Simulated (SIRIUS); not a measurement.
The system is MgB2.

```xyz
6
Lattice="0.0000 2.9936 2.9936 2.9936 0.0000 2.9936 2.9936 2.9936 0.0000" Properties=species:S:1:pos:R:3 pbc="T T T"
Mg    0.0000    0.0000    0.0000
Mg    1.4968    1.4968    1.4968
B     2.2452    3.7420    2.2452
B     2.2452    2.2452    3.7420
B     3.7420    2.2452    2.2452
B     3.7420    3.7420    3.7420
```

The cell was built by a generator and needn't be a form met in nature.

Base run:

```yaml
Program: SIRIUS 7.10.0
Functional: AM05
Potentials_or_basis: PseudoDojo 0.4.1 PBE standard (scalar relativistic)
Cutoff: 1152 eV
Density_cutoff: 4606 eV
k_mesh: 7 × 7 × 7
Occupations: fermi-dirac, width 0.05 eV
Spin: no spin polarisation
```

Its results: band gap on the k mesh none (metal or under the smearing width); pressure -2.3 GPa.

Task: After a change of settings the same cell gave: band gap on the k mesh none (metal or under the smearing width); pressure 2.5 GPa. Which change was it?
A. functional from AM05 to PBEsol; libxc names from ["XC_GGA_X_AM05", "XC_GGA_C_AM05"] to ["XC_GGA_X_PBE_SOL", "XC_GGA_C_PBE_SOL"]
B. functional from AM05 to RPBE; libxc names from ["XC_GGA_X_AM05", "XC_GGA_C_AM05"] to ["XC_GGA_X_RPBE", "XC_GGA_C_PBE"]
C. functional from AM05 to LDA; libxc names from ["XC_GGA_X_AM05", "XC_GGA_C_AM05"] to ["XC_LDA_X", "XC_LDA_C_PW"]
D. functional from AM05 to RGE2; libxc names from ["XC_GGA_X_AM05", "XC_GGA_C_AM05"] to ["XC_GGA_X_RGE2", "XC_GGA_C_RGE2"]

Result: B.

Caveats: the potentials were made for another functional, which shifts forces and pressure.

Runs at the PBE level aren't shown here.
